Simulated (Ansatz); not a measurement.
# Sn: strain and displacement

```yaml
crystal:
  lattice:
    - [-2.91585, 2.91585, 1.59065]
    - [2.91585, -2.91585, 1.59065]
    - [2.91585, 2.91585, -1.59065]
  atoms:
    - { symbol: Sn, position: [0.00000, 0.00000, 0.00000] }
    - { symbol: Sn, position: [0.75000, 0.25000, 0.50000] }
```

Atom numbers follow the list: Sn1, Sn2.

The cell is COD entry 1534488, as deposited and not checked against the literature; nothing was relaxed.

Spin–orbit coupling is left out, though it moves levels of the heavy atoms by tenths of an eV or more.

Method: DFT, LDA, all-electron LAPW, scalar-relativistic (Ansatz 0.2.0).

Numerical set-up: a Γ-centred 15×15×15 k mesh, Fermi–Dirac smearing of 0.05 eV, basis error target 0.5 meV/atom, no spin polarisation.

The unchanged cell is at -1.78 GPa.

In a metal, stresses and small energies carry noise from the k mesh.

x, y and z are the Cartesian axes of the cell as listed; fractional coordinates follow a strain, and an engineering shear is twice the off-diagonal strain component.

Task: One change gave: energy change +6 meV/atom; stress change (xx, yy, zz, yz, xz, xy) 0.06, 0.06, 0.16, -0.77, -0.77, -0.74 GPa, compression positive; change of the force on Sn1 (-0.055, 0.055, 0.000) eV/Å. Which change was it?
A. equal xy, yz and zx engineering shear strains of -2 %
B. equal xy, yz and zx engineering shear strains of +3 %
C. equal xy, yz and zx engineering shear strains of +1 %

Result: B. For equal xy, yz and zx engineering shear strains of -2 %: energy change +3 meV/atom; stress change (xx, yy, zz, yz, xz, xy) 0.04, 0.04, 0.07, 0.57, 0.57, 0.55 GPa, compression positive; change of the force on Sn2 (-0.039, 0.039, 0.000) eV/Å. For equal xy, yz and zx engineering shear strains of +1 %: energy change under 1 meV/atom; stress change (xx, yy, zz, yz, xz, xy) 0.01, 0.01, 0.02, -0.28, -0.28, -0.26 GPa, compression positive; change of the force on Sn1 (-0.019, 0.019, 0.000) eV/Å.
